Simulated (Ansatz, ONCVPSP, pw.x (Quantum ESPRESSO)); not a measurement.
## pw.x on fcc Ru: one setting changed

Potential: optimised norm-conserving Vanderbilt (ONCV), ONCVPSP 4.0.1.1 (patched build), PBE; core [Ar] 3d10, reference 4s2 4p6 4d7 5s1; waves: 4s+5s: rc 1.50 bohr, ncon 4, nbas 8, qcut 6.2 1/bohr, 2 projectors; 4p: rc 1.40 bohr, ncon 3, nbas 8, qcut 9.5 1/bohr, 2 projectors, debl 3.2 Ha; 4d: rc 1.40 bohr, ncon 3, nbas 7, qcut 10 1/bohr, local; local part: the d channel; core correction: polynomial model core, fcfact 0.3.

The reference run (k-mesh 15³, cutoffs 160/640 Ry, Fermi–Dirac 0.01 Ry, mixing_beta 0.4, conv_thr 1e-9, no spin) gives 1.57 GPa at 13.814 Å³/atom, where all-electron LAPW gives 0.83 GPa. This run, with its own iteration cap, changes smearing to mv.

```
&control
  calculation='scf', prefix='x', pseudo_dir='./', outdir='./tmp', tstress=.true., disk_io='none'
/
&system
  ibrav=0, nat=1, ntyp=1, ecutwfc=160, ecutrho=640, nbnd=16,
  occupations='smearing', smearing='mv', degauss=0.01
/
&electrons
  conv_thr=1e-09, mixing_beta=0.4, electron_maxstep=50
/
ATOMIC_SPECIES
Ru 1.0 Ru.UPF
CELL_PARAMETERS angstrom
  0.00000000 1.90442183 1.90442183
  1.90442183 0.00000000 1.90442183
  1.90442183 1.90442183 0.00000000
ATOMIC_POSITIONS crystal
Ru 0.0000 0.0000 0.0000
K_POINTS automatic
15 15 15 0 0 0
```

```bash
pw.x < Ru.scf.in > Ru.scf.out
```

**Question.** How does the run end?

**Answer.** It converges in 8 iterations; the free energy moves by +31.4 meV/atom and the pressure by -0.64 GPa. This scheme is built to cancel the term in the square of the width that Fermi–Dirac smearing leaves in the F of a metal.

```
Message from routine setup:
     using ibrav=0 with symmetry is DISCOURAGED, use correct ibrav instead
     lattice parameter (alat)  =       5.0895  a.u.
     unit-cell volume          =      93.2215 (a.u.)^3
     number of electrons       =        16.00
     number of Kohn-Sham states=           16
     kinetic-energy cutoff     =     160.0000  Ry
     charge density cutoff     =     640.0000  Ry
     scf convergence threshold =      1.0E-09
     Exchange-correlation= PBE
     number of k points=   120  Marzari-Vanderbilt smearing, width (Ry)=  0.0100
     iteration #  1     ecut=   160.00 Ry     beta= 0.40
     total energy              =    -214.48507456 Ry
     estimated scf accuracy    <       0.13810818 Ry
     iteration #  2     ecut=   160.00 Ry     beta= 0.40
     total energy              =    -214.50472536 Ry
     estimated scf accuracy    <       0.00384563 Ry
     iteration #  3     ecut=   160.00 Ry     beta= 0.40
     total energy              =    -214.50490340 Ry
     estimated scf accuracy    <       0.00082492 Ry
     iteration #  4     ecut=   160.00 Ry     beta= 0.40
     total energy              =    -214.50494311 Ry
     estimated scf accuracy    <       0.00002392 Ry
     iteration #  5     ecut=   160.00 Ry     beta= 0.40
     total energy              =    -214.50494605 Ry
     estimated scf accuracy    <       0.00000096 Ry
     iteration #  6     ecut=   160.00 Ry     beta= 0.40
     total energy              =    -214.50494624 Ry
     estimated scf accuracy    <       0.00000006 Ry
     iteration #  7     ecut=   160.00 Ry     beta= 0.40
     total energy              =    -214.50494625 Ry
     estimated scf accuracy    <          1.3E-09 Ry
     iteration #  8     ecut=   160.00 Ry     beta= 0.40
     the Fermi energy is    23.0274 ev
!    total energy              =    -214.50494625 Ry
     estimated scf accuracy    <          4.5E-11 Ry
     smearing contrib. (-TS)   =       0.00006346 Ry
     The total energy is F=E-TS. E is the sum of the following terms:
     one-electron contribution =     -33.93369588 Ry
     hartree contribution      =      29.10460687 Ry
     xc contribution           =     -46.60586222 Ry
     ewald contribution        =    -163.07005847 Ry
     convergence has been achieved in   8 iterations
          total   stress  (Ry/bohr**3)                   (kbar)     P=        9.27
     Message from routine punch:
     Nothing written, as per user request (disk_io='none')
```

The run took about 39 s on one core of a shared host (AMD EPYC 9R45 96-Core Processor, 96 threads, 376 GiB, load 63).
